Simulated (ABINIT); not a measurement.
A run of ABINIT 10.8.3 (patched build):

File run.abi:

```
ndtset 7
getwfk -1
scalecart1 3*0.9795861087
scalecart2 3*0.9864848297
scalecart3 3*0.9932883884
scalecart4 3*1.0000000000
scalecart5 3*1.0066227096
scalecart6 3*1.0131594038
scalecart7 3*1.0196128224

pp_dirpath "./"
pseudos "As.GGA_PBE-JTH_sp.xml, B.GGA_PBE-JTH.xml"

acell 3*1.0 Angstrom
rprim
     0.0000000000     2.3885000000     2.3885000000
     2.3885000000     0.0000000000     2.3885000000
     2.3885000000     2.3885000000     0.0000000000
ntypat 2
znucl 33 5
natom 2
typat 1 2
xred
     0.7500000000     0.7500000000     0.7500000000
     0.0000000000     0.0000000000     0.0000000000

ecut 15.0
pawecutdg 30.0

kptopt 1
ngkpt 10 10 10
nshiftk 1
shiftk 0.0 0.0 0.0

ixc -110131

nband 8
occopt 3
tsmear 0.05 eV

nstep 100
tolvrs 1.0e-9

iomode 3
prtwf 1
prtden 0
prteig 0
prtebands 0
enunit 1
```

Potentials or basis: JTH PAW PBE v2.0 sp.

Run with:

```console
$ abinit run.abi > log 2>&1
```

Hardware: 1 thread of Arm Neoverse V2, with other jobs on the host.

Q: Estimate the wall time of this run.

A: It took 37 s on 1 thread of Arm Neoverse V2, with other jobs on the host, peak memory 0.12 GiB. Counts: scf iterations 58, k points 47, bands 8, plane waves 495.
